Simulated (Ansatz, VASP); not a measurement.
**W: VASP beside Ansatz**

Contents of INCAR:

```
  PREC = Accurate
  ENCUT = 600
  EDIFF = 1E-6
  ISMEAR = -1
  SIGMA = 0.05
  LREAL = False
  LASPH = True
  NELM = 100
  ALGO = Normal
  ISIF = 3
  LWAVE = False
  LCHARG = False
  GGA = PE
  IBRION = 2
  NSW = 40
  EDIFFG = -0.01
```

KPOINTS

```
Automatic mesh
0
Gamma
  12 12 12
```

Contents of POSCAR:

```
W
1.0
   -1.5823450000      1.5823450000      1.5823450000
    1.5823450000     -1.5823450000      1.5823450000
    1.5823450000      1.5823450000     -1.5823450000
W
1
Direct
    0.0000000000      0.0000000000      0.0000000000
```

The input input.yaml:

```yaml
crystal:
  lattice:
    - [-1.582345, 1.582345, 1.582345]
    - [1.582345, -1.582345, 1.582345]
    - [1.582345, 1.582345, -1.582345]
  atoms:
    - { symbol: W, position: [0.0, 0.0, 0.0] }
hamiltonian:
  xc: pbe
  pseudopotentials: { kind: paw }
kpoints:
  mp_grid: { grid: [12, 12, 12] }
scf:
  occupations: { method: fermi_dirac, width: 0.05 }
output:
  forces: true
  stress: true
  write_density: true
  write_potential: true
  elf: true
  volumetric_format: npy
relax:
  f_tol: 0.01
  max_steps: 40
  cell: { stress_tol: 0.05 }
```

Alike in both runs: task relaxation of cell and atoms; functional PBE; k mesh 12 × 12 × 12; occupations fermi-dirac, width 0.05 eV; no spin polarisation.

|  | VASP | Ansatz |
| --- | --- | --- |
| version | VASP 6.6.1 | Ansatz 0.2.0 |
| potentials or method | VASP PAW PBE potentials, release 54 (W_sv) | Ansatz PAW |
| plane-wave cutoff (eV) | 600 | 420 |
| valence electrons in the cell | 14 | 14 |

```tsv
	VASP	Ansatz	Ansatz less VASP
gap on the k mesh at the Fermi level, each at its own relaxed structure (eV)	none	none	-
relaxed volume (Å³/atom)	16.18	16.15	-0.031
relaxed cell length with the largest relative difference (Å)	2.760	2.758	-0.0018
energy change over the relaxation (meV/atom)	-7	-5	+1.2
```

A gap of «none» marks a metal or a gap that the smearing closes.

Caveats: the plane-wave basis is chosen anew once the cell has moved, so the energies of steps on either side of that aren't comparable (Ansatz). Spin-orbit coupling is left out, which matters for the levels of W. Zero-point motion and thermal expansion aren't in these numbers. PBE usually gives volumes a little too large and moduli too small.
